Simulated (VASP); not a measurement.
Input of a VASP 6.6.1 run:

Contents of INCAR:

```
SYSTEM = Ru
PREC = Accurate
ENCUT = 600
EDIFF = 1E-6
ISMEAR = 1
SIGMA = 0.1
LREAL = .False.
LASPH = .True.
NELM = 80
ALGO = Normal
ISIF = 3
LWAVE = .False.
LCHARG = .False.
GGA = PS
IBRION = 2
NSW = 90
EDIFFG = -0.01
KPAR = 2
```

File KPOINTS:

```
Automatic mesh
0
Gamma
  15 15 9
  0 0 0
```

The input POSCAR:

```
Ru
1.0
    2.7058000000      0.0000000000      0.0000000000
   -1.3529000000      2.3432915376      0.0000000000
    0.0000000000      0.0000000000      4.2819000000
Ru
2
Direct
    0.3333333333      0.6666666667      0.2500000000
    0.6666666667      0.3333333333      0.7500000000
```

Potentials or basis: VASP PAW PBE potentials, release 64 (Ru_pv).

Command:

```console
$ cat potpaw_PBE.64/Ru_pv/POTCAR > POTCAR
$ mpirun -np 2 vasp_std > vasp.out
```

Question: Predict the relaxed volume.

Answer: 13.32 Å³/atom.

Question: What does it give for the space group after relaxing (to 0.05 Å)?

Answer: P6_3/mmc (No. 194).

Stress tensor (GPa, compression positive):
```
-0.08  0.00  0.00
 0.00 -0.08  0.00
 0.00  0.00  0.03
```

Caveat: the PAW data sets were made with another functional, which shifts forces and pressure a little.
